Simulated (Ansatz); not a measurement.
**LiCl (CsCl type) under strain**

LiCl, CsCl type, relaxed with r2SCAN in Ansatz. The symmetry is Pm-3m (No. 221, cubic); a = 3.271 Å in the conventional setting, 17.50 Å³ an atom. Li has 8 Cl at 2.83 Å; Cl has 8 Li at 2.83 Å.

The axes x, y and z are those of this cell:
```xyz
2
Lattice="3.2711 0.0000 0.0000 0.0000 3.2711 0.0000 0.0000 0.0000 3.2711" Properties=species:S:1:pos:R:3 pbc="T T T"
Li    0.0000    0.0000    0.0000
Cl    1.6356    1.6356    1.6356
```

Unstrained: The PBE gap is indirect, 4.420 eV (M to Γ), below the direct gap of 5.190 eV at M. The r2SCAN gap is indirect, 5.250 eV (M to Γ), below the direct gap of 5.817 eV at M. The HSE06 gap is indirect, 5.680 eV (M to Γ), below the direct gap of 6.421 eV at M. Meshes: PBE 8×8×8, r2SCAN 8×8×8, HSE06 6×6×6. Strains are changes of length per length, and xy shears are angles. After each strain the atoms were relaxed again with r2SCAN within the symmetry that the strain leaves, so tilts or polar shifts that break it weren't tested; points keep the names that they have in the unstrained zone. The calculation is spin-unpolarised, and the structure need not be a phase that has been made.

Changes of the least gap in eV (an overlap counts as a negative gap):
```tsv
strain	volume change (%)	space group	PBE	r2SCAN	HSE06	energy rise, r2SCAN (meV/atom)
uniaxial +2.93 % along z	+2.9	P4/mmm	-0.199	-0.213	-0.206	5.2
xy shear, engineering strain (angle) +3.2 %	0.0	Cmmm	+0.007	+0.006	+0.008	-1.0
uniaxial +4.13 % along x	+4.1	P4/mmm	-0.287	-0.307	-0.298	10.1
```

Uniaxial +2.93 % along z, other directions held. HSE06: the gap goes from 5.680 to 5.474 eV (-0.206 eV). Stress change with r2SCAN, compression positive: xx +0.27, yy +0.27, zz -3.16 GPa.

Xy shear, engineering strain (angle) +3.2 %. HSE06: the gap goes from 5.680 to 5.688 eV (+0.008 eV). Stress change with r2SCAN, compression positive: xx +0.01, yy +0.01, zz +0.01, xy +0.55 GPa.

Uniaxial +4.13 % along x, other directions held. HSE06: the gap goes from 5.680 to 5.382 eV (-0.298 eV). Stress change with r2SCAN, compression positive: xx -4.28, yy +0.39, zz +0.39 GPa.

The meshes of the hybrids are coarse, so their gaps aren't converged to the digits shown.
